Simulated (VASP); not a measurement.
Runs of VASP 6.6.1 on BN. The structure is cubic, space group F-43m (No. 216). Conventional cell: a = 3.626 Å, b = 3.626 Å, c = 3.626 Å, α = 90.00°, β = 90.00°, γ = 90.00°. Around N (site symmetry -43m) lie 4 B at 1.57 Å. Around B (site symmetry -43m) lie 4 N at 1.57 Å. The cell is a database's computed one.

```csv
level,gap on the mesh (eV),pressure (GPa),relaxed volume (Å³/atom)
vdW-DF-cx,4.49,0.0,5.92
BLYP,4.91,0.0,(a)
r2SCAN,5.06,0.0,(b)
AM05,4.38,0.0,5.85
optB88-vdW,4.76,0.0,(c)
```

Alike in all rows: task relaxation of cell and atoms; potentials or basis VASP PAW PBE potentials, release 64 (N, B); no spin polarisation; cell relaxed; k mesh 13 × 13 × 13; cutoff (eV) 600; smearing fermi-dirac 0.05 eV.

Question: Fill in the values left out.

Answer: (a) 6.06; (b) 5.90; (c) 5.94.

Caveats: the PAW data sets were made with another functional, which shifts forces and pressure a little; an odd mesh through Γ misses points on the zone boundary, where band edges often lie.

Runs at the PBE level aren't shown here.
